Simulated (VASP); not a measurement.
A VASP 6.6.1 single-point calculation on Ge

INCAR

```
IVDW = 10
NBANDS = 21
LWAVE = .FALSE.
ISIF = 2
SIGMA = 0.01
LASPH = .TRUE.
EDIFF = 1E-7
IBRION = -1
NELM = 52
NSW = 0
ENCUT = 520
LREAL = Auto
GGA = PE
LCHARG = .FALSE.
ISMEAR = -5
PREC = Accurate
```

KPOINTS

```
KPOINTS created by Atomic Simulation Environment
0
Gamma
8 8 8
0 0 0
```

POSCAR

```
Ge
 1.0000000000000000
     0.0593852188000000    2.8962587308000001    2.8962587308000001
     2.8962587308000001    0.0593852188000000    2.8962587308000001
     2.8962587308000001    2.8962587308000001    0.0593852188000000
 Ge
   2
Cartesian
  0.0063870492336079  0.0063870492336079  0.0063870492336079
  1.4565886208663927  1.4565886208663927  1.4565886208663927
```

The recommended PBE PAW datasets give the neutral cell 28 valence electrons.

Command

```
mpirun -np 1 vasp_std
```

OSZICAR

```
N       E                     dE             d eps       ncg     rms          rms(c)
DAV:   1     0.187620255342E+03    0.18762E+03   -0.14481E+04  3001   0.359E+03
DAV:   2     0.186532144797E+02   -0.16897E+03   -0.16403E+03  2740   0.614E+02
DAV:   3    -0.817572170499E+01   -0.26829E+02   -0.26676E+02  3135   0.143E+02
DAV:   4    -0.907624662461E+01   -0.90052E+00   -0.90015E+00  3060   0.306E+01
DAV:   5    -0.909150494674E+01   -0.15258E-01   -0.15258E-01  3105   0.437E+00    0.304E+00
DAV:   6    -0.903961611661E+01    0.51889E-01   -0.20504E-02  3185   0.148E+00    0.180E+00
DAV:   7    -0.901264405339E+01    0.26972E-01   -0.47112E-02  3251   0.198E+00    0.149E-01
DAV:   8    -0.901420948005E+01   -0.15654E-02   -0.57406E-03  3115   0.912E-01    0.475E-02
DAV:   9    -0.901436356583E+01   -0.15409E-03   -0.25724E-04  3126   0.226E-01    0.206E-02
DAV:  10    -0.901439168883E+01   -0.28123E-04   -0.48640E-05  3495   0.639E-02    0.599E-03
DAV:  11    -0.901439422863E+01   -0.25398E-05   -0.62867E-06  3130   0.319E-02    0.172E-03
DAV:  12    -0.901439485735E+01   -0.62872E-06   -0.35660E-07  2560   0.767E-03    0.701E-04
DAV:  13    -0.901439458910E+01    0.26825E-06   -0.62760E-08  2423   0.204E-03    0.216E-04
DAV:  14    -0.901439447811E+01    0.11100E-06   -0.77049E-09  1595   0.865E-04    0.725E-05
DAV:  15    -0.901439447590E+01    0.22046E-08   -0.30942E-09  1480   0.796E-04
   1 F= -.96463177E+01 E0= -.96463177E+01  d E =0.000000E+00
```

From OUTCAR

```
k-points           NKPTS =     65   k-points in BZ     NKDIM =     65   number of bands    NBANDS=     21

   NELECT =      28.0000    total number of electrons

   dimension x,y,z NGX =    30 NGY =   30 NGZ =   30
   dimension x,y,z NGXF=    60 NGYF=   60 NGZF=   60

  energy-cutoff  :      520.00
  volume of cell :       47.10
      direct lattice vectors                 reciprocal lattice vectors
     0.059385219  2.896258731  2.896258731    -0.178038960  0.174461776  0.174461776
     2.896258731  0.059385219  2.896258731     0.174461776 -0.178038960  0.174461776
     2.896258731  2.896258731  0.059385219     0.174461776  0.174461776 -0.178038960

 k-points in reciprocal lattice and weights: KPOINTS created by Atomic Simulation Env
   0.00000000  0.00000000  0.00000000       0.002
   0.12500000  0.00000000  0.00000000       0.012
   0.25000000  0.00000000  0.00000000       0.012
   0.37500000  0.00000000  0.00000000       0.012
   0.50000000  0.00000000  0.00000000       0.006
   0.12500000  0.12500000  0.00000000       0.012
   0.25000000  0.12500000  0.00000000       0.023
   0.37500000  0.12500000  0.00000000       0.023
   ...

 E-fermi :   4.6427

 k-point     1 :       0.0000    0.0000    0.0000
  band No.  band energies     occupation
      1     -20.1507      2.00000
      2     -20.1507      2.00000
      3     -20.1287      2.00000
      4     -20.1101      2.00000
      5     -20.1101      2.00000
      6     -19.9374      2.00000
      7     -19.9112      2.00000
      8     -19.9112      2.00000
      9     -19.9095      2.00000
     10     -19.9095      2.00000
     11      -7.8594      2.00000
     12       4.2568      2.00000
     13       4.4662      2.00000
     14       4.6962      1.95753
     15       4.6962      0.00000
     16       6.9959      0.00000
     17       7.2638      0.00000
     18       7.2638      0.00000
     19      10.9679      0.00000
     20      14.0023      0.00000
     21      14.0023      0.00000

 k-point     2 :       0.1250    0.0000    0.0000
  band No.  band energies     occupation
      1     -20.1564      2.00000
      2     -20.1496      2.00000
      3     -20.1368      2.00000
      4     -20.1003      2.00000
      5     -20.0980      2.00000
      6     -19.9420      2.00000
      7     -19.9280      2.00000
      8     -19.9175      2.00000
      9     -19.9028      2.00000
     10     -19.8954      2.00000
     11      -7.6729      2.00000
     12       2.2526      2.00000
     13       4.1753      2.00000
     14       4.3600      1.99927
     15       5.4054      0.00000
     16       7.4436      0.00000
     17       7.6969      0.00000
     18       8.0846      0.00000
     19      11.9038      0.00000
     20      13.0502      0.00000
     21      13.1915      0.00000

 ...

  Total      -0.88110    -0.88110    -0.88110    -0.35042    -0.35042    -0.35042
  in kB     -29.97493   -29.97493   -29.97493   -11.92131   -11.92131   -11.92131
  external pressure =      -29.97 kB  Pullay stress =        0.00 kB

 POSITION                                       TOTAL-FORCE (eV/Angst)
 -----------------------------------------------------------------------------------
      0.00639      0.00639      0.00639         0.019635      0.019635      0.019635
      1.45659      1.45659      1.45659        -0.019635     -0.019635     -0.019635
 -----------------------------------------------------------------------------------
    total drift:                                0.000000      0.000000      0.000000

  FREE ENERGIE OF THE ION-ELECTRON SYSTEM (eV)
  ---------------------------------------------------
  free  energy   TOTEN  =        -9.6463176535 eV

  energy  without entropy=       -9.6463176535  energy(sigma->0) =       -9.64631765
```

It converged. Results: gap between bands v and c on the k mesh -0.11 eV (bands overlap: a metal); least direct gap on the k mesh 0.00 eV; pressure -3.0 GPa; largest force 0.03 eV/Å. Band v is the last that the valence electrons fill when counted band by band, and c is the next.

For comparison, a separate PBE run of the intended cell, on usual settings and not on those above, gives a gap of -0.11 eV on its mesh and a pressure of 0.9 GPa.

The run above took about 1.8 min on one core of a shared host (Intel Xeon Platinum 8488C) and held 0.17 GiB at most.
